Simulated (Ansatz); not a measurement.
Runs of Ansatz 0.2.0 on TiSi2. The structure is hexagonal, space group P6/mmm (No. 191). Conventional cell: a = 4.375 Å, b = 4.375 Å, c = 2.561 Å, α = 90.00°, β = 90.00°, γ = 120.00°. Ti (site symmetry 6/mmm) has 2 Ti at 2.56 Å and 12 Si at 2.83 Å as nearest neighbours. Si (site symmetry -6m2) is surrounded by 5 Si at 2.53 to 2.56 Å and 6 Ti at 2.83 Å. The cell was built by a generator and needn't be a form met in nature.

```csv
level,U,hubbard projectors,double counting,gap on the mesh (eV),pressure (GPa)
LDA,-,-,-,none,-7.1
LDA+U,Ti d U = 2 eV,ortho-atomic (the default),fll (the default),none,-5.4
LDA+U,Ti d U = 5 eV,ortho-atomic (the default),fll (the default),none,-1.1
LDA+U,Ti d U = 8 eV,ortho-atomic (the default),fll (the default),none,10.3
LDA+U,Ti d U = 6 eV,ortho-atomic (the default),fll (the default),none,1.3
LDA+U,Ti d U = 1 eV,ortho-atomic (the default),fll (the default),none,(c)
LDA+U,Ti d U = 3 eV,ortho-atomic (the default),fll (the default),none,(a)
LDA+U,Ti d U = 4 eV,ortho-atomic (the default),fll (the default),none,(b)
```

Alike in all rows: task projected density of states; potentials or basis Ansatz PAW; no spin polarisation; cell as given; k mesh 7 × 7 × 10; cutoff (eV) 420; smearing fermi-dirac 0.05 eV.

Q: Estimate the missing entries.

A: (a) -4.3; (b) -3.1; (c) -6.3.

Caveats: the PAW data sets come from PBE, with cores solved anew for the run's functional, which leaves a small shift of forces and pressure; U without spin polarisation on a metal has little footing (some runs); the U is typed as a test and isn't derived for this compound (some runs).

A gap of «none» marks a metal or a gap under the smearing width.
